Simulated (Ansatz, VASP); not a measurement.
# Two plane-wave programs on BaTe

Contents of INCAR:

```
SYSTEM = BaTe
PREC     = Accurate       ! precision mode
ENCUT    = 520            ! plane-wave cutoff, eV
EDIFF    = 1E-7           ! SCF threshold, eV
ISMEAR   = 0              ! smearing method
SIGMA    = 0.02           ! smearing width, eV
LREAL    = .FALSE.        ! projectors in reciprocal space
LASPH    = .TRUE.         ! aspherical terms in the spheres
NELM     = 100            ! most SCF steps
ALGO     = Normal         ! electronic algorithm
ISIF     = 2              ! what is computed and relaxed
LWAVE    = .FALSE.        ! write WAVECAR
LCHARG   = .TRUE.         ! write CHGCAR
GGA      = PS             ! functional
LELF     = .TRUE.         ! ELF
LVHAR    = .TRUE.       
NBANDS   = 15             ! bands
```

The input KPOINTS:

```
Automatic mesh
0
G
  8 8 8
  0 0 0
```

The input POSCAR:

```
BaTe
1.0
    0.0000000000      3.4100000000      3.4100000000
    3.4100000000      0.0000000000      3.4100000000
    3.4100000000      3.4100000000      0.0000000000
Ba Te
1 1
Direct
    0.0000000000      0.0000000000      0.0000000000
    0.4934017595      0.5065982405      0.5065982405
```

Input for Ansatz:

```yaml
crystal:
  lattice:
    - [0.0, 3.41, 3.41]
    - [3.41, 0.0, 3.41]
    - [3.41, 3.41, 0.0]
  atoms:
    - { symbol: Ba, position: [0.0, 0.0, 0.0] }
    - { symbol: Te, position: [0.4934017595, 0.5065982405, 0.5065982405] }
basis:
  ecutwfc: 420
kpoints:
  mp_grid: { grid: [8, 8, 8] }
hamiltonian:
  xc: pbesol
scf:
  occupations: { method: gaussian, width: 0.02 }
output:
  forces: true
  stress: true
  eigenvalues: true
```

Change from the starting cell: one atom moved.

Alike in both runs: task single point; functional PBEsol; k mesh 8 × 8 × 8; occupations gaussian, width 0.02 eV; no spin polarisation.

|  | VASP | Ansatz |
| --- | --- | --- |
| version | VASP 6.6.1 | Ansatz 0.2.0 |
| potentials or method | VASP PAW PBE potentials, release 64 (Ba_sv, Te) | scalar-relativistic, plane waves, PAW |
| plane-wave cutoff (eV) | 520 | 420 |
| valence electrons in the cell | 16 | 26 |

VASP gave:

| Quantity | Value |
| --- | --- |
| gap on the k mesh at the Fermi level (eV) | 1.24 |
| least direct gap on the mesh (eV) | 1.62 |
| pressure (GPa) | 2.4 |
| largest component of the traceless stress (GPa) | 0.06 |
| rms of the force components (eV/Å) | 0.075 |

**Question.** Estimate Ansatz's values.

**Answer.** gap on the k mesh at the Fermi level (eV): 1.34; least direct gap on the mesh (eV): 1.69; pressure (GPa): 1.9; largest component of the traceless stress (GPa): 0.06; rms of the force components (eV/Å): 0.072.

Atom by atom the forces differ by 0.004 eV/Å (rms over components). The two sets of potentials don't hold the same shells in valence.

Caveats: the PAW data sets were made with another functional, which shifts forces and pressure a little (VASP); spin-orbit coupling is left out, which moves the levels of the heavy elements. A k mesh can miss the band edges.
